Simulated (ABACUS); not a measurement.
# Bi (C2/m) in ABACUS: reference runs

Reference runs on Bi: the cell as given and a disturbed copy.

All numbers are computed with ABACUS 3.10.1; they aren't measurements. Logs are shortened: lines on timing, memory, paths and dates and some standing lists are left out, and cuts for length are marked.

**1. The structure**

Symmetry: C2/m, No. 12, monoclinic system. The conventional cell has a = 6.977 Å, b = 6.265 Å, c = 3.359 Å, α = 90.00°, β = 112.04°, γ = 90.00°. Bi (site symmetry m) is surrounded by 6 Bi at 3.21 to 3.45 Å.

This isn't the form of Bi at room conditions, which is rhombohedral.

**2. Single point, PBE**

Contents of INPUT:

```
INPUT_PARAMETERS
suffix              Bi
calculation         scf
basis_type          pw
pseudo_dir          ./
symmetry            1
dft_functional      pbe
ecutwfc             66
pseudo_rcut         10
nspin               1
nbands              19
ks_solver           dav
smearing_method     fd
smearing_sigma      0.00367493
scf_thr             1e-08
scf_nmax            100
mixing_type         broyden
mixing_beta         0.7
cal_force           1
cal_stress          1
kpar                4
```

Contents of STRU:

```
ATOMIC_SPECIES
Bi 208.9804 Bi.upf

LATTICE_CONSTANT
1.8897261246

LATTICE_VECTORS
3.4885980000 -3.1325780000 0.0000000000
3.4885980000 3.1325780000 0.0000000000
-1.2602350000 0.0000000000 3.1135500000

ATOMIC_POSITIONS
Direct

Bi
0.0
2
0.7530610000 0.7530610000 0.8573820000 1 1 1
0.2469390000 0.2469390000 0.1426180000 1 1 1
```

Contents of KPT:

```
K_POINTS
0
Gamma
6 6 9 0 0 0
```

Potentials or basis: PseudoDojo NC SR 0.4.1 PBE standard, plane waves.

Started as:

```bash
> OMP_NUM_THREADS=1 mpirun -np 4 abacus > log
```

running log:

```text
ABACUS v3.10.1

               Atomic-orbital Based Ab-initio Computation at UStc

 ------------------------------------------------------------------------------------

 READING GENERAL INFORMATION
                           global_out_dir = OUT.Bi/
                           global_in_card = INPUT
                               pseudo_dir = ./
                              orbital_dir =
                                    DSIZE = 4
                                    GSIZE = 1

 READING UNITCELL INFORMATION
                                    ntype = 1
                  lattice constant (Bohr) = 1.88973
              lattice constant (Angstrom) = 1

 READING ATOM TYPE 1
                               atom label = Bi
                      L=0, number of zeta = 1
                      L=1, number of zeta = 1
                      L=2, number of zeta = 1
             number of atom for this type = 2

                        TOTAL ATOM NUMBER = 2
DIRECT COORDINATES
    atom                   x                   y                   z     mag                  vx                  vy                  vz
taud_Bi1            0.7530610000        0.7530610000        0.8573820000  0.0000        0.0000000000        0.0000000000        0.0000000000
taud_Bi2            0.2469390000        0.2469390000        0.1426180000  0.0000        0.0000000000        0.0000000000        0.0000000000

                          Volume (Bohr^3) = 459.235
                             Volume (A^3) = 68.0516

 Lattice vectors: (Cartesian coordinate: in unit of a_0)
              +3.4886            -3.13258                  +0
              +3.4886            +3.13258                  +0
             -1.26023                  +0            +3.11355
 Reciprocal vectors: (Cartesian coordinate: in unit of 2 pi/a_0)
            +0.143324           -0.159613          +0.0580116
            +0.143324           +0.159613          +0.0580116
                   -0                  -0           +0.321177
 The esolver type has been set to : ksdft_pw

                PAO radial cut off (Bohr) = 10

 Read in pseudopotential file is Bi.upf
                     pseudopotential type = NC
          exchange-correlation functional = PBE
                 nonlocal core correction = 1
                        valence electrons = 15
                                     lmax = 2
                           number of zeta = 3
                     number of projectors = 6
                           L of projector = 0
                           L of projector = 0
                           L of projector = 1
                           L of projector = 1
                           L of projector = 2
                           L of projector = 2
     initial pseudo atomic orbital number = 18

 SETUP THE ELECTRONS NUMBER
            electron number of element Bi = 15
      total electron number of element Bi = 30
            AUTOSET number of electrons:  = 30
                           occupied bands = 15
                                   NBANDS = 19
                                   NLOCAL = 18

%%%%%%%%%%%%%%%%%%%%%%%%%%%%%%%%%%%%%%%%%%%%%%%%%%%%%%%%%%%%%%%%%%%%%%%%%%%%%%%%%%%%%%%%%%%%%%%%%%%%%%%%%%
 Warning: the number of valence electrons in pseudopotential > 5 for Bi: [Xe] 4f14 5d10 6s2 6p3
 Pseudopotentials with additional electrons can yield (more) accurate outcomes, but may be less efficient.
 If you're confident that your chosen pseudopotential is appropriate, you can safely ignore this warning.
%%%%%%%%%%%%%%%%%%%%%%%%%%%%%%%%%%%%%%%%%%%%%%%%%%%%%%%%%%%%%%%%%%%%%%%%%%%%%%%%%%%%%%%%%%%%%%%%%%%%%%%%%%

 SETUP THE PLANE WAVE BASIS
 energy cutoff for charge/potential (unit:Ry) = 264
            fft grid for charge/potential = [ 45, 45, 36 ]
                        fft grid division = [ 1, 1, 1 ]
        big fft grid for charge/potential = [ 45, 45, 36 ]
                                     nbxx = 72900
                                     nrxx = 72900

 SETUP PLANE WAVES FOR CHARGE/POTENTIAL
                    number of plane waves = 33217
                         number of sticks = 1629

 PARALLEL PW FOR CHARGE/POTENTIAL
     PROC   COLUMNS(POT)             PW
        1           1629          33217
 --------------- sum -------------------
        1           1629          33217
                            number of |g| = 8516
                                  max |g| = 23.879
                                  min |g| = 0

----------- Double Check Mixing Parameters Begin ------------
mixing_type: broyden
mixing_beta: 0.7
mixing_gg0: 1
mixing_gg0_min: 0.1
mixing_ndim: 8
----------- Double Check Mixing Parameters End ------------

 LATTICE VECTORS: (CARTESIAN COORDINATE: IN UNIT OF A0)
              +3.4886            -3.13258                  +0
              +3.4886            +3.13258                  +0
             -1.26023                  +0            +3.11355
[... 35 lines left out ...]
                                       C4 = 0
                                       C6 = 0
                                       S1 = 1
                                       S3 = 0
                                       S4 = 0
                                       S6 = 0
               POINT GROUP IN SPACE GROUP = C_2h

 SETUP K-POINTS
                                    nspin = 1
                   Input type of k points = Monkhorst-Pack(Gamma)
                                   nkstot = 324
                       right hand lattice = 1
(for reciprocal lattice: )
                             BRAVAIS TYPE = 13
                     BRAVAIS LATTICE NAME = 13. Monoclinic A (base-center)
                                    ibrav = 13
                       right hand lattice = 1
(for k-lattice: )
                             BRAVAIS TYPE = 13
                     BRAVAIS LATTICE NAME = 13. Monoclinic A (base-center)
                                    ibrav = 13
                       right hand lattice = 1
                        ROTATION MATRICES = 4
                               nkstot_ibz = 97
K-POINTS REDUCTION ACCORDING TO SYMMETRY
     IBZ    DIRECT_X    DIRECT_Y    DIRECT_Z  WEIGHT  ibz2bz
       1  0.00000000  0.00000000  0.00000000  0.0031       0
       2  0.16666667  0.00000000  0.00000000  0.0123       1
       3  0.33333333  0.00000000  0.00000000  0.0123       2
       4  0.50000000  0.00000000  0.00000000  0.0062       3
       5  0.16666667  0.16666667  0.00000000  0.0062       7
       6  0.33333333  0.16666667  0.00000000  0.0123       8
[... 22 lines left out ...]
      29  0.50000000  0.50000000  0.11111111  0.0062      57
      30  0.50000000  0.33333333 -0.11111111  0.0123      58
[... 67 further k points ...]

                               nkstot now = 97
[... K-POINTS DIRECT COORDINATES: 97 rows ...]

           k-point number in this process = 25
       minimum distributed K point number = 24
[... stars of the k points ...]

[... K-POINTS CARTESIAN COORDINATES: 25 rows ...]

[... K-POINTS DIRECT COORDINATES: 25 rows ...]

 SETUP PLANE WAVES FOR WAVE FUNCTIONS
     energy cutoff for wavefunc (unit:Ry) = 66
              fft grid for wave functions = [ 45, 45, 36 ]
                    number of plane waves = 5003
                         number of sticks = 467

 PARALLEL PW FOR WAVE FUNCTIONS
     PROC   COLUMNS(POT)             PW
        1            467           5003
 --------------- sum -------------------
        1            467           5003

 SETUP NONLOCAL PSEUDOPOTENTIALS IN PLANE WAVE BASIS
 Bi non-local projectors:
 projector 1 L=0
 projector 2 L=0
 projector 3 L=1
 projector 4 L=1
 projector 5 L=2
 projector 6 L=2
      TOTAL NUMBER OF NONLOCAL PROJECTORS = 36

 Init Non-Local PseudoPotential table :
 Init Non-Local-Pseudopotential done.

                                     npwx = 4176

 Make real space PAO into reciprocal space.
       max mesh points in Pseudopotential = 1001
     dq(describe PAO in reciprocal space) = 0.01
                                    max q = 979

 number of pseudo atomic orbitals for Bi is 3
WARNING: norm of atomic wavefunction # 3 of atomic type Bi is 0.999859, renormalized

 -------------------------------------------
 SELF-CONSISTENT
 -------------------------------------------
                                 init_chg = atomic

 PW ALGORITHM --------------- ION=   1  ELEC=   1--------------------------------
 Notice: Threshold on eigenvalues was too large.
 hsover_error=0.3 > DRHO=0.00381489
 Origin diag ethr = 0.01
 New diag ethr = 1.27163e-05

 Density error is 0.0036794431504
                          Error Threshold = 1.27163016396e-05
----------------------------------------------------------
     Energy           Rydberg                 eV
----------------------------------------------------------
 E_KohnSham     -328.1988768955      -4465.3748029800
 E_Harris       -328.6909178375      -4472.0693634402
 E_Fermi        0.7688415125         10.4606254290
----------------------------------------------------------
[... 51 lines left out ...]
 Density error is 1.68716217171e-09
                          Error Threshold = 1.36967047749e-10
----------------------------------------------------------
     Energy           Rydberg                 eV
----------------------------------------------------------
 E_KohnSham     -328.1992901912      -4465.3804261559
 E_KS(sigma->0) -328.1989901762      -4465.3763442417
 E_Harris       -328.1990923237      -4465.3777340301
 E_band         -14.6541979290       -199.3805914549
 E_one_elec     -98.6422166994       -1342.0962104620
 E_Hartree      67.0060811142        911.6645038028
 E_xc           -86.6051098085       -1178.3229693112
 E_Ewald        -209.9574447674      -2856.6175863570
 E_entropy(-TS) -0.0006000301        -0.0081638285
 E_descf        0.0000000000         0.0000000000
 E_exx          0.0000000000         0.0000000000
 E_Fermi        0.7659477131         10.4212532687
----------------------------------------------------------

 charge density convergence is achieved
 final etot is -4465.3804262 eV
 EFERMI = 10.421253269 eV

 STATE ENERGY(eV) AND OCCUPATIONS    NSPIN == 1
 1/25 kpoint (Cartesian) = 0.0000 0.0000 0.0000 (4155 pws)
       1       -12.5563     0.00617284
       2       -12.5247     0.00617284
       3       -12.4809     0.00617284
       4       -12.4598     0.00617284
       5       -12.3761     0.00617284
       6       -12.3525     0.00617284
[... 104 lines left out ...]
       6       -12.3577      0.0246914
[... 11 lines left out ...]
      18        14.9853    5.62411e-42
      19        16.3852    3.89230e-54

[... levels at 19 further k points ...]

------------------------------------------------------------------------------------------
 TOTAL-FORCE (eV/Angstrom)
------------------------------------------------------------------------------------------
                       Bi1         0.0336886887         0.0000000000         0.0130124128
                       Bi2        -0.0336886887         0.0000000000        -0.0130124128
------------------------------------------------------------------------------------------

----------------------------------------------------------------
 TOTAL-STRESS (KBAR)
----------------------------------------------------------------
         0.2720893390         0.0000000000        -2.6742487464
         0.0000000000        -6.8663659719         0.0000000000
        -2.6742487464         0.0000000000         7.1408419769
----------------------------------------------------------------
 TOTAL-PRESSURE: 0.182188 KBAR

 --------------------------------------------
 !FINAL_ETOT_IS -4465.3804261559143924 eV
 --------------------------------------------
```

Run time: 29 s. Hardware: 4 MPI ranks of AMD EPYC 7R43 (Zen 3), shared host; peak memory 0.44 GiB.

Results:

```yaml
Free_energy: -4465.3804 eV
Pressure: 0.0 GPa
Largest_force: 0.036 eV/Å
Band_gap_on_the_k_mesh: none (metal or under the smearing width)
```

Forces on the atoms (eV/Å):
```
Bi   0.034  0.000  0.013
Bi  -0.034  0.000 -0.013
```

Levels at points of the mesh, in eV from the Fermi level:
```csv
k point,band 12,band 13,band 14,band 15,band 16,band 17,band 18
"(0.00, 0.00, 0.00)",-9.18,-3.06,-2.78,2.78,3.08,3.75,4.11
"(0.50, 0.00, 0.00)",-11.45,-1.13,-0.96,-0.73,-0.67,3.43,4.56
"(0.50, 0.50, 0.00)",-11.00,-4.92,-4.90,3.16,3.89,5.18,5.53
```

Caveat: spin-orbit coupling is left out, which moves the levels of the heavy elements.

**3. Single point, PBE (atoms moved at random, drawn with an rms of 0.05 Å)**

INPUT is that of step 2.

STRU, as its differences from that of step 2:

```diff
@@ -17,3 +17,3 @@
 2
-0.7530610000 0.7530610000 0.8573820000 1 1 1
-0.2469390000 0.2469390000 0.1426180000 1 1 1
+0.7502280000 0.7515860000 0.8490970000 1 1 1
+0.2471020000 0.2530770000 0.1447550000 1 1 1
```

KPT is that of step 2.

Potentials or basis: PseudoDojo NC SR 0.4.1 PBE standard, plane waves.

Started as:

```bash
> OMP_NUM_THREADS=1 mpirun -np 4 abacus > log
```

running log:

```text
ABACUS v3.10.1

               Atomic-orbital Based Ab-initio Computation at UStc

 ------------------------------------------------------------------------------------

 READING GENERAL INFORMATION
                           global_out_dir = OUT.Bi/
                           global_in_card = INPUT
                               pseudo_dir = ./
                              orbital_dir =
                                    DSIZE = 4
                                    GSIZE = 1

 READING UNITCELL INFORMATION
                                    ntype = 1
                  lattice constant (Bohr) = 1.88973
              lattice constant (Angstrom) = 1

 READING ATOM TYPE 1
                               atom label = Bi
                      L=0, number of zeta = 1
                      L=1, number of zeta = 1
                      L=2, number of zeta = 1
             number of atom for this type = 2

                        TOTAL ATOM NUMBER = 2
DIRECT COORDINATES
    atom                   x                   y                   z     mag                  vx                  vy                  vz
taud_Bi1            0.7502280000        0.7515860000        0.8490970000  0.0000        0.0000000000        0.0000000000        0.0000000000
taud_Bi2            0.2471020000        0.2530770000        0.1447550000  0.0000        0.0000000000        0.0000000000        0.0000000000

[... 287 lines left out ...]
 E_KS(sigma->0) -328.1988174136      -4465.3739936863
 E_Harris       -328.1989401518      -4465.3756636248
 E_band         -14.6545591990       -199.3855067845
 E_one_elec     -98.5347770240       -1340.6344186862
 E_Hartree      66.9509157857        910.9139410034
 E_xc           -86.6033298431       -1178.2987516393
 E_Ewald        -210.0113244129      -2857.3506565423
 E_entropy(-TS) -0.0006038385        -0.0082156439
 E_descf        0.0000000000         0.0000000000
 E_exx          0.0000000000         0.0000000000
 E_Fermi        0.7661070193         10.4234207406
----------------------------------------------------------

 charge density convergence is achieved
 final etot is -4465.3781015 eV
 EFERMI = 10.423420741 eV

 STATE ENERGY(eV) AND OCCUPATIONS    NSPIN == 1
 1/41 kpoint (Cartesian) = 0.0000 0.0000 0.0000 (4155 pws)
       1       -12.5533     0.00617284
       2       -12.5239     0.00617284
       3       -12.4850     0.00617284
       4       -12.4594     0.00617284
       5       -12.3796     0.00617284
       6       -12.3520     0.00617284
[... 104 lines left out ...]
       6       -12.3625      0.0123457
[... 11 lines left out ...]
      18        14.5848    8.83751e-39
      19        15.0831    4.14728e-43

[... levels at 35 further k points ...]

------------------------------------------------------------------------------------------
 TOTAL-FORCE (eV/Angstrom)
------------------------------------------------------------------------------------------
                       Bi1         0.0785651329         0.0161394331         0.0426564552
                       Bi2        -0.0785651329        -0.0161394331        -0.0426564552
------------------------------------------------------------------------------------------

----------------------------------------------------------------
 TOTAL-STRESS (KBAR)
----------------------------------------------------------------
        -0.7075180910        -0.1619987725        -3.3629767142
        -0.1619987725        -8.3216745663        -0.2060597565
        -3.3629767142        -0.2060597565         6.4198311158
----------------------------------------------------------------
 TOTAL-PRESSURE: -0.869787 KBAR

 --------------------------------------------
 !FINAL_ETOT_IS -4465.3781015082613521 eV
 --------------------------------------------
```

Wall time 51 s (4 MPI ranks of AMD EPYC 7R43 (Zen 3), shared host); peak memory 0.52 GiB.

What came out:

```yaml
Free_energy: -4465.3781 eV
Pressure: -0.1 GPa
Largest_force: 0.091 eV/Å
Band_gap_on_the_k_mesh: none (metal or under the smearing width)
```

Forces on the atoms (eV/Å):
```
Bi   0.079  0.016  0.043
Bi  -0.079 -0.016 -0.043
```

Levels at points of the mesh, in eV from the Fermi level:
| k point | band 12 | band 13 | band 14 | band 15 | band 16 | band 17 | band 18 |
| --- | --- | --- | --- | --- | --- | --- | --- |
| (0.00, 0.00, 0.00) | -9.19 | -3.06 | -2.78 | 2.80 | 3.09 | 3.70 | 4.06 |
| (0.50, 0.00, 0.00) | -11.48 | -1.05 | -0.96 | -0.79 | -0.71 | 3.45 | 4.52 |
| (0.00, 0.50, 0.00) | -11.53 | -1.10 | -0.93 | -0.77 | -0.71 | 3.44 | 4.54 |
| (0.50, 0.50, 0.00) | -11.00 | -4.92 | -4.91 | 3.12 | 3.92 | 5.18 | 5.51 |

Caveat: spin-orbit coupling is left out, which moves the levels of the heavy elements.
